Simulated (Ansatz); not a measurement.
# SiO2: how settings move the results, part 2 of 2

Aim, for SiO2: test the length of the Broyden history, then sweep the mixing preconditioner.

Ansatz 0.2.0; DFT PBE, scalar-relativistic, plane waves, PAW.

## Step 7: What the length of the Broyden history changes

All start from plain superposed atomic densities. The mixer is switched to Broyden's for this series.

```tsv
length of the Broyden history	converged	SCF cycles	energy above the lowest (meV/atom)	CPU time
1	yes	13	0.00	4.9 s
2	yes	10	0.00	4.4 s
5	yes	9	0.00	4.2 s
8	yes	9	0.00	4.1 s
```

The times were taken beside other jobs on the same host; read them as orders of magnitude.

Residual dr2 (eV) at cycles 1, 3, 5 and 9:

```tsv
length of the Broyden history	1	3	5	9
1	3.1e+01	4.1e-01	2.3e-03	6.2e-06
2	3.1e+01	4.1e-01	2.2e-03	1.9e-07
5	3.1e+01	4.1e-01	1.2e-03	1.0e-08
8	3.1e+01	4.1e-01	1.2e-03	1.3e-08
```

## Step 8: Mixing preconditioner set to none

input.yaml

```yaml
crystal:
  lattice:
    - [5.0605222284, 0.0, 0.0]
    - [-2.5302611142, 4.3825408062, 0.0]
    - [0.0, 0.0, 5.54135331]
  atoms:
    - { symbol: Si, position: [0.0, 0.5, 0.3333333333] }
    - { symbol: Si, position: [0.5, 0.5, 0.6666666667] }
    - { symbol: Si, position: [0.5, 0.0, 0.0] }
    - { symbol: O, position: [0.58278926, 0.79139463, 0.8333333333] }
    - { symbol: O, position: [0.79139463, 0.58278926, 0.5] }
    - { symbol: O, position: [0.79139463, 0.20860537, 0.1666666667] }
    - { symbol: O, position: [0.41721074, 0.20860537, 0.8333333333] }
    - { symbol: O, position: [0.20860537, 0.41721074, 0.5] }
    - { symbol: O, position: [0.20860537, 0.79139463, 0.1666666667] }
basis:
  ecutwfc: 420
kpoints:
  mp_grid: { grid: [6, 6, 4] }
hamiltonian:
  xc: pbe
scf:
  occupations: { method: gaussian, width: 0.02 }
  mixing: { preconditioner: none }
  max_iter: 120
  lower_state_search: "off"
  initial_density: { chi_scale: 0, normalization: atom }
output:
  forces: true
  stress: true
  eigenvalues: true
```

Launch:

```sh
ansatz run input.yaml --threads 2 --pin off --max-ram 5120MiB --backend cpu --events-out ev --progress --plain --runs-dir out
```

The program printed, cut to the lines that bear on the results:

```text
Warning: RAYON_NUM_THREADS=2 ignored (pool sized by the plan → 2); use --threads N
[...]
Pseudopotentials: kind: paw
Pseudopotential: Si, paw, valence charge 4, recommended cutoff 420 eV (normal), Si.paw.azcp
Pseudopotential: O, paw, valence charge 6, recommended cutoff 420 eV (normal), O.paw.azcp
Functional definition: PBE
[...]
Crystal: 9 atoms, lattice volume = 122.896 Å³
Basis set: ecut = 420 eV, 2449 PW (Γ), exchange–correlation on 72×72×80 points (8 copies of the dense FFT grid, shifted against one another)
Bands: 33, of which v1, the nominal top of the filled ones, is band 24 counted from 1 (23 counted from 0)
Symmetry: 12 space group operations
Space group: P6422 (ITA 181), of the structure as read, at distance tolerance 5.0e-5 Å
k-points: 21 of 144 (time reversal used)
[...]
SCF iter   8: F=-5322.139972 eV  HF=-5322.139972 eV  |F-HF|=4.55e-12  |Δ(HF+E_count)|=   9.01e-9  Δρ=7.10e-7  dr2=4.29e-10  ethr=2.08e-10  ⟨swp⟩=10.1  Hψ=3274  notcnv=0
[...]
SCF converged after 8 iterations
Free energy (F): -5322.139972 eV
[...]
E sigma→0 (E₀):  -5322.139972 eV
Fermi energy:    4.716558 eV
[...]
--- Forces (eV/Å), atoms counted from 1 ---
  atom   1  Si     0.00000000     0.00000000     0.00000000
  atom   2  Si     0.00000000    -0.00000000     0.00000000
  atom   3  Si     0.00000000    -0.00000000    -0.00000000
  atom   4  O      0.21449744     0.12384015     0.00000000
  atom   5  O      0.00000000     0.24768031     0.00000000
  atom   6  O      0.21449744    -0.12384015    -0.00000000
  atom   7  O     -0.21449744    -0.12384015     0.00000000
  atom   8  O      0.00000000    -0.24768031    -0.00000000
[...]
--- Stress (GPa, compression-positive) ---
        5.011845       0.000000      -0.000000
        0.000000       5.011845       0.000000
        0.000000       0.000000       4.918780
  P = ⅓ Tr σ = 4.9808 GPa (49.808 kbar)
--- Band table (eV; the first three rows and the last of 21) ---
[...]
```

Wall time 2 s (2 threads of Intel Xeon 6975P-C (Granite Rapids), shared host); peak memory 0.38 GiB.

This run gives -591.3489 eV/atom at zero smearing, pressure 4.98 GPa, largest force 0.248 eV/Å and a gap of 5.72 eV on the mesh.

## Step 9: Mixing preconditioner: kerker

input.yaml, as its differences from that of step 8:

```diff
@@ -23,3 +23,3 @@
   occupations: { method: gaussian, width: 0.02 }
-  mixing: { preconditioner: none }
+  mixing: { preconditioner: kerker }
   max_iter: 120
```

Launch:

```sh
ansatz run input.yaml --threads 2 --pin off --max-ram 5120MiB --backend cpu --events-out ev --progress --plain --runs-dir out
```

The program printed, cut to the lines that bear on the results:

```text
Warning: RAYON_NUM_THREADS=2 ignored (pool sized by the plan → 2); use --threads N
[...]
[... 4 set-up lines as earlier in the session ...]
[...]
Crystal: 9 atoms, lattice volume = 122.896 Å³
Basis set: ecut = 420 eV, 2449 PW (Γ), exchange–correlation on 72×72×80 points (8 copies of the dense FFT grid, shifted against one another)
Bands: 33, of which v1, the nominal top of the filled ones, is band 24 counted from 1 (23 counted from 0)
[... 2 set-up lines as earlier in the session ...]
k-points: 21 of 144 (time reversal used)
[...]
SCF iter  10: F=-5322.139972 eV  HF=-5322.139972 eV  |F-HF|=7.27e-9  |Δ(HF+E_count)|=   4.55e-8  Δρ=2.39e-6  dr2=8.39e-9  ethr=2.08e-10  ⟨swp⟩=12.7  Hψ=3387  notcnv=0
[...]
SCF converged after 10 iterations
Free energy (F): -5322.139972 eV
[...]
E sigma→0 (E₀):  -5322.139972 eV
Fermi energy:    4.716564 eV
[...]
--- Forces (eV/Å), atoms counted from 1 ---
  atom   1  Si     0.00000000     0.00000000     0.00000000
  atom   2  Si     0.00000000     0.00000000     0.00000000
  atom   3  Si     0.00000000     0.00000000    -0.00000000
  atom   4  O      0.21453468     0.12386166     0.00000000
  atom   5  O      0.00000000     0.24772331     0.00000000
  atom   6  O      0.21453468    -0.12386166     0.00000000
  atom   7  O     -0.21453468    -0.12386166     0.00000000
  atom   8  O      0.00000000    -0.24772331    -0.00000000
[...]
--- Stress (GPa, compression-positive) ---
        5.011862       0.000000       0.000000
        0.000000       5.011862       0.000000
        0.000000       0.000000       4.918819
  P = ⅓ Tr σ = 4.9808 GPa (49.808 kbar)
--- Band table (eV; the first three rows and the last of 21) ---
[...]
```

Wall time 2.3 s (2 threads of Intel Xeon 6975P-C (Granite Rapids), shared host); peak memory 0.38 GiB.

Result: -591.3489 eV/atom at zero smearing, pressure 4.98 GPa, largest force 0.248 eV/Å and a gap of 5.72 eV on the mesh.

## Step 10: Mixing preconditioner: local-kerker

input.yaml, as its differences from that of step 9:

```diff
@@ -23,3 +23,3 @@
   occupations: { method: gaussian, width: 0.02 }
-  mixing: { preconditioner: kerker }
+  mixing: { preconditioner: local_kerker }
   max_iter: 120
```

Launch:

```sh
ansatz run input.yaml --threads 2 --pin off --max-ram 5120MiB --backend cpu --events-out ev --progress --plain --runs-dir out
```

The program printed, cut to the lines that bear on the results:

```text
Warning: RAYON_NUM_THREADS=2 ignored (pool sized by the plan → 2); use --threads N
[...]
[... 4 set-up lines as earlier in the session ...]
[...]
Crystal: 9 atoms, lattice volume = 122.896 Å³
Basis set: ecut = 420 eV, 2449 PW (Γ), exchange–correlation on 72×72×80 points (8 copies of the dense FFT grid, shifted against one another)
Bands: 33, of which v1, the nominal top of the filled ones, is band 24 counted from 1 (23 counted from 0)
[... 2 set-up lines as earlier in the session ...]
k-points: 21 of 144 (time reversal used)
[...]
SCF iter   1: F=—  HF=-5331.822484 eV  |F-HF|=—  |Δ(HF+E_count)|=         —  Δρ=1.67e-1  dr2=3.10e1  ethr=3.10e-3  ⟨swp⟩=6.9  Hψ=3504  notcnv=0
[...]
SCF iter   8: F=-5322.139972 eV  HF=-5322.139972 eV  |F-HF|=6.08e-10  |Δ(HF+E_count)|=   4.20e-8  Δρ=1.37e-6  dr2=1.71e-9  ethr=1.35e-10  ⟨swp⟩=2.8  Hψ=2246  notcnv=0
[...]
SCF converged after 8 iterations
Free energy (F): -5322.139972 eV
[...]
E sigma→0 (E₀):  -5322.139972 eV
Fermi energy:    4.716579 eV
[...]
--- Forces (eV/Å), atoms counted from 1 ---
  atom   1  Si    -0.00000000     0.00000000     0.00000000
  atom   2  Si     0.00000000     0.00000000     0.00000000
  atom   3  Si    -0.00000000     0.00000000     0.00000000
  atom   4  O      0.21450872     0.12384667     0.00000000
  atom   5  O      0.00000000     0.24769334    -0.00000000
  atom   6  O      0.21450872    -0.12384667     0.00000000
  atom   7  O     -0.21450872    -0.12384667     0.00000000
  atom   8  O      0.00000000    -0.24769334    -0.00000000
[...]
--- Stress (GPa, compression-positive) ---
        5.011864       0.000000       0.000000
        0.000000       5.011864      -0.000000
        0.000000       0.000000       4.918777
  P = ⅓ Tr σ = 4.9808 GPa (49.808 kbar)
--- Band table (eV; the first three rows and the last of 21) ---
[...]
```

Wall time 2.2 s (2 threads of Intel Xeon 6975P-C (Granite Rapids), shared host); peak memory 0.38 GiB.

Read-out: -591.3489 eV/atom at zero smearing, pressure 4.98 GPa, largest force 0.248 eV/Å and a gap of 5.72 eV on the mesh.

## Step 11: Mixing preconditioner: resta

input.yaml, as its differences from that of step 10:

```diff
@@ -23,3 +23,3 @@
   occupations: { method: gaussian, width: 0.02 }
-  mixing: { preconditioner: local_kerker }
+  mixing: { preconditioner: resta, eps_inf: 10 }
   max_iter: 120
```

Launch:

```sh
ansatz run input.yaml --threads 2 --pin off --max-ram 5120MiB --backend cpu --events-out ev --progress --plain --runs-dir out
```

The program printed, cut to the lines that bear on the results:

```text
Warning: RAYON_NUM_THREADS=2 ignored (pool sized by the plan → 2); use --threads N
[...]
[... 4 set-up lines as earlier in the session ...]
[...]
Crystal: 9 atoms, lattice volume = 122.896 Å³
Basis set: ecut = 420 eV, 2449 PW (Γ), exchange–correlation on 72×72×80 points (8 copies of the dense FFT grid, shifted against one another)
Bands: 33, of which v1, the nominal top of the filled ones, is band 24 counted from 1 (23 counted from 0)
[... 2 set-up lines as earlier in the session ...]
k-points: 21 of 144 (time reversal used)
[...]
SCF iter   1: F=—  HF=-5331.822484 eV  |F-HF|=—  |Δ(HF+E_count)|=         —  Δρ=1.67e-1  dr2=3.10e1  ethr=3.10e-3  ⟨swp⟩=6.9  Hψ=3504  notcnv=0
[...]
SCF iter   9: F=-5322.139972 eV  HF=-5322.139972 eV  |F-HF|=5.13e-9  |Δ(HF+E_count)|=   1.68e-7  Δρ=2.83e-6  dr2=2.05e-8  ethr=2.08e-10  ⟨swp⟩=12.9  Hψ=3535  notcnv=0
[...]
SCF converged after 9 iterations
Free energy (F): -5322.139972 eV
[...]
E sigma→0 (E₀):  -5322.139972 eV
Fermi energy:    4.716592 eV
[...]
--- Forces (eV/Å), atoms counted from 1 ---
  atom   1  Si     0.00000000     0.00000000     0.00000000
  atom   2  Si     0.00000000     0.00000000     0.00000000
  atom   3  Si    -0.00000000    -0.00000000     0.00000000
  atom   4  O      0.21456722     0.12388044     0.00000000
  atom   5  O      0.00000000     0.24776088     0.00000000
  atom   6  O      0.21456722    -0.12388044     0.00000000
  atom   7  O     -0.21456722    -0.12388044     0.00000000
  atom   8  O     -0.00000000    -0.24776088     0.00000000
[...]
--- Stress (GPa, compression-positive) ---
        5.012141       0.000000      -0.000000
        0.000000       5.012141      -0.000000
        0.000000      -0.000000       4.919035
  P = ⅓ Tr σ = 4.9811 GPa (49.811 kbar)
--- Band table (eV; the first three rows and the last of 21) ---
[...]
```

Wall time 2.1 s (2 threads of Intel Xeon 6975P-C (Granite Rapids), shared host); peak memory 0.38 GiB.

This run gives -591.3489 eV/atom at zero smearing, pressure 4.98 GPa, largest force 0.248 eV/Å and a gap of 5.72 eV on the mesh.

## Step 12: The sweep of the mixing preconditioner side by side

Each run starts from the atoms' densities, without the program's better default start.

```tsv
mixing preconditioner	converged	SCF cycles	energy above the lowest (meV/atom)	CPU time
none	yes	8	0.00	3.9 s
kerker	yes	10	0.00	4.5 s
local-kerker	yes	8	0.00	4.2 s
resta	yes	9	0.00	4.1 s
```

Times: CPU seconds on a shared machine, a rough guide.

Residual dr2 (eV) at cycles 1, 3, 5 and 9:

```tsv
mixing preconditioner	1	3	5	9
none	3.1e+01	2.9e-01	7.3e-05	done
kerker	3.1e+01	6.2e-01	5.2e-03	1.3e-07
local-kerker	3.1e+01	4.3e-01	8.5e-04	done
resta	3.1e+01	5.5e-01	3.2e-03	2.1e-08
```

## Step 13: Summary of results

This closing draws on all 2 parts.

| quantity | value |
| --- | --- |
| fewest cycles, length of the Broyden history | 9 with 5 and 8 |
| fewest cycles, mixing preconditioner | 8 with none and local-kerker |

For the length of the Broyden history, the fewest cycles, 9, come with 5 and 8; the most, 13, with 1. The converged energies agree, as they must where the state is the same. Cycles by mixing preconditioner: 8 for none and local-kerker, up to 10 for kerker. All converged runs end on the same energy: here the setting changes the path, not the answer.
